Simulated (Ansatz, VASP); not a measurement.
# Cross-check of GaP between VASP and Ansatz, part 2 of 2

One calculation is typed for both programs; each brings its own data sets and cutoff. How far apart do they land? The cell is taken from a series of VASP runs on this material, whose earlier steps may have relaxed, scaled or displaced it; both programs get it as it stands. Other levels of theory on this material are compared in a session of their own.

VASP 6.6.1 and Ansatz 0.2.0.

So far: Set-up; Ansatz: band structure, r2SCAN with rVV10, spin-orbit coupling.

### 3. VASP: band structure, r2SCAN with rVV10, spin-orbit coupling

Level of this step: r2SCAN with rVV10, spin-orbit coupling; plane waves and PAW (Ga_d, P) (VASP).

The same cell, functional, mesh and smearing now go to VASP, with its own data sets and cutoff.

Lines of VASP's logs that name or quote its potential files are left out, and so is its time.

File INCAR:

```
SYSTEM = GaP
PREC = Accurate
ENCUT = 400
EDIFF = 1E-06
NELM = 100
ISMEAR = 0
SIGMA = 0.05
LREAL = .FALSE.
ALGO = Normal
METAGGA = R2SCAN
LUSE_VDW = .TRUE.
IVDW_NL = 2
BPARAM = 11.95
CPARAM = 0.0093
LASPH = .TRUE.
LNONCOLLINEAR = .TRUE.
MAGMOM = 0 0 0 0 0 0
NBANDS = 30
GGA_COMPAT = .FALSE.
LSORBIT = .TRUE.
LORBIT = 11
LWAVE = .FALSE.
LCHARG = .FALSE.
KPAR = 2
```

File POSCAR:

```
GaP
1.0
    0.0000000000      2.7146945537      2.7146945537
    2.7146945537      0.0000000000      2.7146945537
    2.7146945537      2.7146945537      0.0000000000
Ga P
1 1
Direct
    0.0000000000      0.0000000000      0.0000000000
    0.2500000000      0.2500000000      0.2500000000
```

File KPOINTS:

```
Automatic mesh
0
Gamma
6 6 6
0 0 0
```

File KPOINTS_OPT:

```
Line mode
16
Line-mode
Reciprocal
  0.00000000   0.00000000   0.00000000 GAMMA
  0.50000000   0.00000000   0.50000000 X

  0.50000000   0.00000000   0.50000000 X
  0.50000000   0.25000000   0.75000000 W

  0.50000000   0.25000000   0.75000000 W
  0.37500000   0.37500000   0.75000000 K

  0.37500000   0.37500000   0.75000000 K
  0.00000000   0.00000000   0.00000000 GAMMA

  0.00000000   0.00000000   0.00000000 GAMMA
  0.50000000   0.50000000   0.50000000 L

  0.50000000   0.50000000   0.50000000 L
  0.62500000   0.25000000   0.62500000 U

  0.62500000   0.25000000   0.62500000 U
  0.50000000   0.25000000   0.75000000 W

  0.50000000   0.25000000   0.75000000 W
  0.50000000   0.50000000   0.50000000 L

  0.50000000   0.50000000   0.50000000 L
  0.37500000   0.37500000   0.75000000 K

  0.62500000   0.25000000   0.62500000 U
  0.50000000   0.00000000   0.50000000 X
```

PAW data sets: Ga_d and P (PBE family, release 64).

Run with:

```bash
mpirun -np 2 vasp_ncl
```

Numbers of over 12 decimals in the logs are rounded to 6 here.

Log:

```text
[banner, memory and clock lines left out]
running    2 mpi-ranks, on    1 nodes
 distrk:  each k-point on    1 cores,    2 groups
 distr:  one band on    1 cores,    1 groups

 POSCAR found type information on POSCAR GaP
 POSCAR found :  2 types and       2 ions
|                                                                             |
|               ----> ADVICE to this user running VASP <----                  |
|                                                                             |
|     You have switched on vdW-DFT.                                           |
|     This routine was written and supplied by Jiri Klimes. We recommend      |
|     that you carefully read and cite the following publications:            |
|       J. Klimes, D.R. Bowler, A. Michelides                                 |
|          J. Phys.: Cond Matt. 22 022201 (2010)                              |
|       J. Klimes, D.R. Bowler, A. Michelides                                 |
|          Phys. Rev. B. 83, 195131 (2011)                                    |
|     and references therein.                                                 |
|                                                                             |

|                                                                             |
|               ----> ADVICE to this user running VASP <----                  |
|                                                                             |
|     You enforced a specific xc type in the INCAR file but a different       |
|     [... a line on the potential file left out ...]
|     I HOPE YOU KNOW WHAT YOU ARE DOING!                                     |
|                                                                             |

 LDA part: xc-table for (None), standard interpolation
 POSCAR, INCAR and KPOINTS ok, starting setup
 FFT: planning ... GRIDC
 FFT: planning ... GRID_SOFT
 FFT: planning ... GRID
 WAVECAR not read
 entering main loop
       N       E                     dE             d eps       ncg     rms          rms(c)
Total rVV10 correction in eV:      0.4882304    20.1367708
Total rVV10 correction in eV:      0.4882304    20.1367708
DAV:   1     0.105599471237E+03    0.10560E+03   -0.74333E+03  1462   0.157E+03
DAV:   2    -0.807500104451E+01   -0.11367E+03   -0.10765E+03  1428   0.403E+02
DAV:   3    -0.227389266380E+02   -0.14664E+02   -0.14490E+02  1544   0.107E+02
DAV:   4    -0.232120545917E+02   -0.47313E+00   -0.47236E+00  1640   0.211E+01
DAV:   5    -0.232223137005E+02   -0.10259E-01   -0.10258E-01  1646   0.293E+00    0.493E+00
Total rVV10 correction in eV:      0.4951411    20.1367720
Total rVV10 correction in eV:      0.4951411    20.1367720
DAV:   6    -0.209470680182E+02    0.22752E+01   -0.57790E-01  1894   0.157E+01    0.319E+00
Total rVV10 correction in eV:      0.5058218    20.1367720
Total rVV10 correction in eV:      0.5058218    20.1367720
DAV:   7    -0.209364442876E+02    0.10624E-01   -0.22285E-01  1482   0.397E+00    0.161E+00
Total rVV10 correction in eV:      0.5096860    20.1367720
Total rVV10 correction in eV:      0.5096860    20.1367720
DAV:   8    -0.209405165515E+02   -0.40723E-02   -0.14691E-02  1596   0.112E+00    0.704E-01
Total rVV10 correction in eV:      0.5116412    20.1367720
Total rVV10 correction in eV:      0.5116412    20.1367720
DAV:   9    -0.209405889364E+02   -0.72385E-04   -0.22074E-03  1596   0.418E-01    0.146E-01
Total rVV10 correction in eV:      0.5115863    20.1367720
Total rVV10 correction in eV:      0.5115863    20.1367720
DAV:  10    -0.209405796262E+02    0.93102E-05   -0.19396E-04  1706   0.103E-01    0.732E-02
Total rVV10 correction in eV:      0.5115696    20.1367720
Total rVV10 correction in eV:      0.5115696    20.1367720
DAV:  11    -0.209405619651E+02    0.17661E-04   -0.77161E-06  1788   0.361E-02    0.274E-02
Total rVV10 correction in eV:      0.5118450    20.1367720
Total rVV10 correction in eV:      0.5118450    20.1367720
DAV:  12    -0.209405570857E+02    0.48794E-05   -0.14391E-05  1488   0.455E-02    0.272E-03
Total rVV10 correction in eV:      0.5118435    20.1367720
Total rVV10 correction in eV:      0.5118435    20.1367720
DAV:  13    -0.209405580751E+02   -0.98936E-06   -0.12922E-06  1360   0.179E-02
Total rVV10 correction in eV:      0.5118414    20.1367720
Total rVV10 correction in eV:      0.5118414    20.1367720
Total rVV10 correction in eV:      0.5118418    20.1367720
Total rVV10 correction in eV:      0.5118418    20.1367720
   1 F= -.20940558E+02 E0= -.20940558E+02  d E =-.822896E-12  mag=    -0.0000     0.0000     0.0000
 Start KPOINTS_OPT (optional k-point list driver)
k-point batch [1-22\160]
       N       E                     dE             ncg
DAV:   1     0.534988115607E+03   -0.70665E+04     1474
DAV:   2    -0.200788632238E+04   -0.25429E+04     1368
DAV:   3    -0.233687998397E+04   -0.32899E+03     1644
DAV:   4    -0.234684194714E+04   -0.99620E+01     1604
DAV:   5    -0.234704771095E+04   -0.20576E+00     1702
DAV:   6    -0.234705704904E+04   -0.93381E-02     1980
DAV:   7    -0.234705710093E+04   -0.51888E-04     1746
DAV:   8    -0.234705710189E+04   -0.95741E-06     1276
[...]
k-point batch [155-160\160]
       N       E                     dE             ncg
DAV:   1     0.935122950717E+04   -0.33183E+04      386
DAV:   2     0.865572422225E+04   -0.69551E+03      360
DAV:   3     0.856835535624E+04   -0.87369E+02      448
DAV:   4     0.856595987972E+04   -0.23955E+01      472
DAV:   5     0.856591247614E+04   -0.47404E-01      464
DAV:   6     0.856590959158E+04   -0.28846E-02      572
DAV:   7     0.856590957787E+04   -0.13716E-04      464
DAV:   8     0.856590957762E+04   -0.24356E-06      402
```

OUTCAR, selected parts (step 3):

```text
ion  position               nearest neighbor table
   1  0.000  0.000  0.000-   2 2.35   2 2.35   2 2.35   2 2.35
   2  0.250  0.250  0.250-   1 2.35   1 2.35   1 2.35   1 2.35

  LATTYP: Found a face centered cubic cell.
 ALAT       =     5.4293891074

 Subroutine GETGRP returns: Found 24 space group operations
 (whereof 24 operations were pure point group operations)

The static configuration has the point symmetry T_d .

 Found     22 irreducible k-points:

   k-points           NKPTS =     22   k-points in BZ     NKDIM =     22   number of bands    NBANDS=     30

   dimension x,y,z NGX =    28 NGY =   28 NGZ =   28
   dimension x,y,z NGXF=    56 NGYF=   56 NGZF=   56

   ENCUT  =  400.0 eV  29.40 Ry    5.42 a.u.   6.26  6.26  6.26*2*pi/ulx,y,z

   NELECT =      18.0000    total number of electrons

 k-points in reciprocal lattice and weights: Automatic mesh
   0.00000000  0.00000000  0.00000000       0.005
   0.16666667  0.00000000  0.00000000       0.019
  -0.16666667  0.00000000  0.00000000       0.019
   0.33333333  0.00000000  0.00000000       0.019
  -0.33333333  0.00000000  0.00000000       0.019
   0.50000000  0.00000000  0.00000000       0.019
   0.16666667  0.16666667  0.00000000       0.028
   0.33333333  0.16666667  0.00000000       0.056
  -0.33333333 -0.16666667  0.00000000       0.056
[...]
-0.33333333  0.33333333  0.16666667       0.111
  -0.33333333  0.50000000  0.16666667       0.056

 average (electrostatic) potential at core
       1 -70.0619       2 -86.3455

 E-fermi :   4.8285

 k-point     1 :       0.0000    0.0000    0.0000
  band No.  band energies     occupation
    ...
     14       4.5253      1.00000
     15       4.6073      1.00000
     16       4.6073      1.00000
     17       4.6073      1.00000
     18       4.6073      1.00000
     19       7.0074      0.00000
     20       7.0074      0.00000
     21       8.6381      0.00000
     22       8.6381      0.00000
     23       8.8060      0.00000
    ...

 k-point     2 :       0.1667    0.0000    0.0000
  band No.  band energies     occupation
    ...
     14       2.1480      1.00000
     15       4.1564      1.00000
     16       4.1564      1.00000
     17       4.2139      1.00000
     18       4.2184      1.00000
     19       7.4364      0.00000
     20       7.4364      0.00000
     21       9.2804      0.00000
     22       9.2804      0.00000
     23       9.3865      0.00000
    ...

 k-point     3 :      -0.1667    0.0000    0.0000
  band No.  band energies     occupation
    ...
     14       2.1480      1.00000
     15       4.1564      1.00000
     16       4.1564      1.00000
     17       4.2139      1.00000
     18       4.2184      1.00000
     19       7.4364      0.00000
     20       7.4364      0.00000
     21       9.2804      0.00000
     22       9.2804      0.00000
     23       9.3865      0.00000
    ...

  Total        0.0288998      0.0288998      0.0288998      0.0000000      0.0000000     -0.0000000
  in kB        1.1572116      1.1572116      1.1572116      0.0000000      0.0000000     -0.0000000
  external PRESSURE =       1.1572116 kB  Pullay stress =       0.0000000 kB

  energy-cutoff  :      400.00
  volume of cell :       40.01
      direct lattice vectors                 reciprocal lattice vectors
     0.000000000  2.714694554  2.714694554    -0.184182784  0.184182784  0.184182784
     2.714694554  0.000000000  2.714694554     0.184182784 -0.184182784  0.184182784
     2.714694554  2.714694554  0.000000000     0.184182784  0.184182784 -0.184182784

 POSITION                                       TOTAL-FORCE (eV/Angst)
 -----------------------------------------------------------------------------------
      0.00000      0.00000      0.00000         0.000000      0.000000      0.000000
      1.35735      1.35735      1.35735        -0.000000     -0.000000     -0.000000
 -----------------------------------------------------------------------------------
    total drift:                               -0.000004     -0.000004     -0.000004

  FREE ENERGIE OF THE ION-ELECTRON SYSTEM (eV)
  ---------------------------------------------------
  free  energy   TOTEN  =       -20.9405580751 eV

  energy  without entropy=      -20.9405580751  energy(sigma->0) =      -20.94055808

 Spin-Orbit-Coupling matrix elements
 Ion:    1  E_soc:     -0.0113202
 Ion:    2  E_soc:     -0.0008219

 total charge
# of ion       s       p       d       tot
------------------------------------------
    1        0.830   0.860  10.020  11.710
    2        1.006   1.547   0.000   2.554
--------------------------------------------------
tot          1.836   2.408  10.020  14.264

 magnetization (x)
# of ion       s       p       d       tot
------------------------------------------
    1       -0.000  -0.000   0.000  -0.000
    2        0.000   0.000   0.000   0.000
--------------------------------------------------
tot         -0.000  -0.000   0.000  -0.000

 magnetization (y)
# of ion       s       p       d       tot
------------------------------------------
    1       -0.000   0.000   0.000  -0.000
    2        0.000   0.000   0.000   0.000
--------------------------------------------------
tot         -0.000   0.000   0.000  -0.000

 magnetization (z)
# of ion       s       p       d       tot
------------------------------------------
    1       -0.000   0.000  -0.000  -0.000
    2        0.000  -0.000   0.000  -0.000
--------------------------------------------------
tot         -0.000  -0.000  -0.000  -0.000

[... 3 further parts left out ...]
```

The run ends at a pressure of 0.12 GPa.

### 4. Side by side

Known differences besides the potentials themselves: spin-orbit coupling enters by fully relativistic files in Ansatz and inside the spheres in VASP; VASP keeps PBE cores, Ansatz makes them for the functional; the cutoff is 500 eV in Ansatz and 400 eV in VASP. Total energies have different zeros and are not compared.

Both answers:

```csv
quantity,Ansatz,VASP,difference
pressure (GPa),0.35,0.12,+0.24
gap over the path points (eV),1.747,1.752,-0.005
```

Levels at points of the path, from each program's valence-band top (eV; 6 filled, then empty):

```csv
k (reciprocal lattice),Ansatz,VASP
0.000 0.000 0.000,-0.08 -0.08 0.00 0.00 0.00 0.00 2.42 2.42 4.01 4.01 4.18 4.18,-0.08 -0.08 0.00 0.00 0.00 0.00 2.40 2.40 4.03 4.03 4.20 4.20
0.167 0.000 0.167,-2.27 -2.27 -1.11 -1.11 -1.08 -1.08 3.00 3.00 4.29 4.29 5.72 5.72,-2.28 -2.28 -1.11 -1.11 -1.07 -1.07 3.02 3.02 4.28 4.28 5.74 5.74
0.333 0.000 0.333,-5.22 -5.22 -2.41 -2.41 -2.38 -2.38 1.93 1.93 3.16 3.16 8.70 8.70,-5.22 -5.22 -2.40 -2.40 -2.38 -2.38 1.94 1.94 3.17 3.17 8.73 8.73
0.433 0.000 0.433,-6.66 -6.66 -2.82 -2.82 -2.79 -2.79 1.75 1.75 2.28 2.28 10.58 10.58,-6.65 -6.65 -2.81 -2.81 -2.79 -2.79 1.75 1.75 2.28 2.28 10.62 10.62
0.500 0.000 0.500,-7.05 -7.05 -2.90 -2.90 -2.87 -2.87 1.80 1.80 2.02 2.02 11.32 11.32,-7.05 -7.05 -2.89 -2.89 -2.87 -2.87 1.80 1.80 2.02 2.02 11.36 11.36
0.500 0.083 0.583,-7.01 -7.00 -3.16 -3.14 -3.12 -3.09 2.34 2.36 2.58 2.58 10.05 10.07,-7.00 -7.00 -3.15 -3.14 -3.11 -3.09 2.35 2.37 2.58 2.59 10.08 10.10
0.500 0.183 0.683,-6.88 -6.87 -3.69 -3.67 -3.56 -3.52 4.01 4.03 4.27 4.28 7.61 7.64,-6.87 -6.86 -3.68 -3.67 -3.56 -3.51 4.02 4.04 4.28 4.29 7.63 7.67
0.500 0.250 0.750,-6.83 -6.82 -3.83 -3.81 -3.67 -3.62 4.96 4.96 5.30 5.33 6.44 6.46,-6.83 -6.82 -3.82 -3.80 -3.67 -3.62 4.97 4.97 5.31 5.34 6.46 6.49
0.450 0.300 0.750,-6.83 -6.82 -4.04 -4.02 -3.19 -3.16 3.78 3.79 5.23 5.24 7.12 7.16,-6.83 -6.81 -4.03 -4.01 -3.18 -3.16 3.79 3.80 5.24 5.25 7.14 7.18
0.408 0.342 0.750,-6.83 -6.82 -4.17 -4.15 -2.63 -2.62 2.70 2.72 5.16 5.17 8.12 8.14,-6.83 -6.82 -4.17 -4.14 -2.62 -2.61 2.71 2.72 5.17 5.18 8.14 8.17
```

Among the levels compared at these points, filled levels agree within 7 meV and empty ones within 39 meV.

### 5. Summary of results

```json
{
 "difference in gap over the path points (band structure, r2SCAN with rVV10, spin-orbit coupling)": "-0.0052 eV"
}
```

In words: The difference in gap over the path points is -0.0052 eV (band structure, r2SCAN with rVV10, spin-orbit coupling), within the 0.08 eV picked in this series as the mark of a large difference. 8 further runs of this series are not shown here. Such differences can come from data sets, numerical settings and the points named under the comparisons, not from the functional's error against experiment.

[Lines on the potential files, build, host, timing and source positions are cut from VASP's logs without a mark.]

[Logs are printed without paths, hosts, clocks, repeated set-up lines and the standing remarks that a program may print on its own settings, such as how far it seeks lower states.]

[Hosts, paths, dates, database ids (printed as entryN), source tags and the programs' standing remarks are cut or masked in the printed files.]
